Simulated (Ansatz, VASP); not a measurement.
# One calculation of HfO2, two programs

```
Hf O
1.0
     5.26187    0.00000    0.00000
     0.00000    5.04466    0.00000
     0.00000    0.00000    5.07259
Hf O
4 8
Direct
  0.03274 0.26710 0.24169
  0.46726 0.26710 0.74169
  0.53274 0.73290 0.24169
  0.96726 0.73290 0.74169
  0.36753 0.07071 0.38038
  0.13247 0.07071 0.88038
  0.73278 0.46015 0.49093
  0.76722 0.46015 0.99093
  0.26722 0.53985 0.99093
  0.23278 0.53985 0.49093
  0.86753 0.92929 0.38038
  0.63247 0.92929 0.88038
```

Alike in both runs: functional PBE; dispersion D3(BJ); k mesh 4 × 6 × 6; occupations gaussian, width 0.02 eV; no spin polarisation.

Ansatz relaxed the structure, and its values are those at the end. VASP's run is a single point on that final structure, the one shown.

|  | VASP | Ansatz |
| --- | --- | --- |
| version | VASP 6.6.1 | Ansatz 0.2.0 |
| potentials or method | VASP PAW PBE potentials, release 64 (Hf_pv, O) | scalar-relativistic, plane waves, PAW |
| plane-wave cutoff (eV) | 520 | 420 |
| valence electrons in the cell | 88 | 152 |

```csv
,VASP,Ansatz,Ansatz less VASP
gap on the k mesh at the Fermi level (eV),4.35,4.40,+0.047
least direct gap on the mesh (eV),4.59,4.63,+0.040
pressure (GPa),-3.2,0.0,+3.24
rms of the force components (eV/Å),0.026,0.000,-0.0258
```

The two sets of potentials don't hold the same shells in valence.

Caveats: spin-orbit coupling is left out, which moves the levels of the heavy elements. A k mesh can miss the band edges.
